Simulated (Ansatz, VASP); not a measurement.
## PbF2 (Fluorocronite) in VASP and in Ansatz

```
Pb F
1.0
     0.00000    2.81561    2.81561
     2.81561    0.00000    2.81561
     2.81561    2.81561    0.00000
Pb F
1 2
Direct
  0.00000 0.00000 0.00000
  0.25000 0.25000 0.25000
  0.75000 0.75000 0.75000
```

Alike in both runs: functional PBE; k mesh 6 × 6 × 6; no spin polarisation.

Ansatz relaxed the structure, and its values are those at the end. VASP's run is a single point on that final structure, the one shown.

|  | VASP | Ansatz |
| --- | --- | --- |
| version | VASP 6.6.1 | Ansatz 0.2.0 |
| potentials or method | VASP PAW PBE potentials, release 64 (Pb_d, F) | plane waves, PAW |
| plane-wave cutoff (eV) | 520 | 422 |
| occupations | gaussian, width 0.01 eV | fixed |
| valence electrons in the cell | 28 | 28 |

```tsv
	VASP	Ansatz	Ansatz less VASP
pressure (GPa)	19.8	20.0	+0.19
```

Caveats: so large a pressure means that the cell lies far from this level's equilibrium, or that cutoff or potentials fall short (VASP). A k mesh can miss the band edges.
